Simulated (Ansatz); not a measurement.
Input of an Ansatz 0.2.0 run:

File input.yaml:

```yaml
crystal:
  lattice:
    - [4.01, 0.0, 0.0]
    - [-2.005, 3.4727618692, 0.0]
    - [0.0, 0.0, 5.201]
  atoms:
    - { symbol: Pt, position: [0.0, 0.0, 0.0] }
    - { symbol: Te, position: [0.6666666667, 0.3333333333, 0.75] }
    - { symbol: Te, position: [0.3333333333, 0.6666666667, 0.25] }
hamiltonian:
  xc: revpbe
  pseudopotentials: { kind: paw }
  dispersion: d4
kpoints:
  mp_grid: { grid: [8, 8, 5] }
scf:
  occupations: { method: fermi_dirac, width: 0.05 }
output:
  forces: true
  stress: true
  write_density: true
  write_potential: true
  elf: true
  volumetric_format: npy
relax:
  f_tol: 0.01
  max_steps: 40
  cell: { stress_tol: 0.05 }
```

Potentials or basis: Ansatz PAW.

The run is started by

```bash
$ ansatz run input.yaml --threads 2 --pin off --max-ram 5632MiB --backend cpu --events-out ev --progress --plain --runs-dir out
```

(1) What does it give for the space group after relaxing (to 0.05 Å)?

(2) What does it give for the band gap on the k mesh?

(3) Predict the relaxed volume.

Answers

(1) P-3m1 (No. 164).

(2) none (metal or under the smearing width).

(3) 23.73 Å³/atom.

Caveat: pairwise dispersion overbinds metals, which lowers pressure and volume; the PAW data sets come from PBE, with cores solved anew for the run's functional, which leaves a small shift of forces and pressure.
